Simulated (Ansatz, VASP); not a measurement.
## Two plane-wave programs on KBr

The input INCAR:

```
ALGO = Normal
EDIFF = 1E-6
ENCUT = 520
GGA = PE
ISIF = 2
ISMEAR = 0
LASPH = T
LCHARG = F
LREAL = F
LWAVE = F
NBANDS = 15
NELM = 100
PREC = Accurate
SIGMA = 0.02
```

The input KPOINTS:

```
k-points
0
Gamma
  6 6 6
```

File POSCAR:

```
KBr
1.0
    0.0000000000      3.2801860500      3.2801860500
    3.2801860500      0.0000000000      3.2801860500
    3.2801860500      3.2801860500      0.0000000000
K Br
1 1
Direct
    0.0000000000      0.0000000000      0.0000000000
    0.5000000000      0.5000000000      0.5000000000
```

Input for Ansatz:

```yaml
crystal:
  lattice:
    - [0.0, 3.28018605, 3.28018605]
    - [3.28018605, 0.0, 3.28018605]
    - [3.28018605, 3.28018605, 0.0]
  atoms:
    - { symbol: K, position: [0.0, 0.0, 0.0] }
    - { symbol: Br, position: [0.5, 0.5, 0.5] }
basis:
  ecutwfc: 420
kpoints:
  mp_grid: { grid: [6, 6, 6] }
hamiltonian:
  xc: pbe
scf:
  occupations: { method: gaussian, width: 0.02 }
output:
  forces: true
  stress: true
  eigenvalues: true
```

Alike in both runs: task single point; functional PBE; k mesh 6 × 6 × 6; occupations gaussian, width 0.02 eV; no spin polarisation.

|  | VASP | Ansatz |
| --- | --- | --- |
| version | VASP 6.6.1 | Ansatz 0.2.0 |
| potentials or method | VASP PAW PBE potentials, release 64 (K_sv, Br) | scalar-relativistic, plane waves, PAW |
| plane-wave cutoff (eV) | 520 | 420 |
| valence electrons in the cell | 16 | 16 |

```csv
,VASP,Ansatz,Ansatz less VASP
gap on the k mesh at the Fermi level (eV),4.48,4.48,+0.002
least direct gap on the mesh (eV),4.48,4.48,+0.002
pressure (GPa),1.1,1.0,-0.04
```
